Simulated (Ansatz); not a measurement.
RbBr (zincblende), relaxed with r2SCAN in the PAW code Ansatz. Space group F-43m (No. 216), cubic; conventional cell a = 7.739 Å, 57.94 Å³ an atom. Around Rb lie 4 Br at 3.35 Å; around Br lie 4 Rb at 3.35 Å.

The axes x, y and z are those of this cell:
```
Rb Br
1.0
     0.00000    3.86950    3.86950
     3.86950    0.00000    3.86950
     3.86950    3.86950    0.00000
Rb Br
1 1
Cartesian
  0.0000 0.0000 0.0000
  1.9347 1.9347 1.9347
```

Unstrained: With PBE the valence top lies at X and the conduction bottom at Γ, 4.075 eV higher; the smallest vertical gap, at Γ, is 4.163 eV. The r2SCAN gap is indirect, 4.649 eV (X to Γ), below the direct gap of 4.734 eV at Γ. HSE06 gives an indirect gap of 5.172 eV, from X to Γ; the least direct gap is 5.261 eV at Γ. Meshes: PBE 6×6×6, r2SCAN 6×6×6, HSE06 4×4×4. Strains are changes of length per length. After each strain the atoms were relaxed again with r2SCAN within the symmetry that the strain leaves, so tilts or polar shifts that break it weren't tested; points keep the names that they have in the unstrained zone. The calculation is spin-unpolarised, and the structure need not be a phase that has been made.

(1) Estimate what uniaxial +2.38 % along x, other directions held does to the gap.

(2) Apply uniaxial -5.31 % along [111], other directions held. How far does the gap move, against the unstrained cell?

## Answers

(1) PBE: the gap goes from 4.075 to 4.033 eV (-0.042 eV). r2SCAN: the gap goes from 4.649 to 4.615 eV (-0.034 eV). HSE06: the gap goes from 5.172 to 5.127 eV (-0.045 eV). The r2SCAN energy rises by 0.9 meV an atom.

(2) PBE: the gap goes from 4.075 to 4.126 eV (+0.051 eV). r2SCAN: the gap goes from 4.649 to 4.684 eV (+0.035 eV). The r2SCAN energy rises by 5.3 meV an atom.

Spin-orbit coupling is left out.

The meshes of the hybrids are coarse, so their gaps aren't converged to the digits shown.
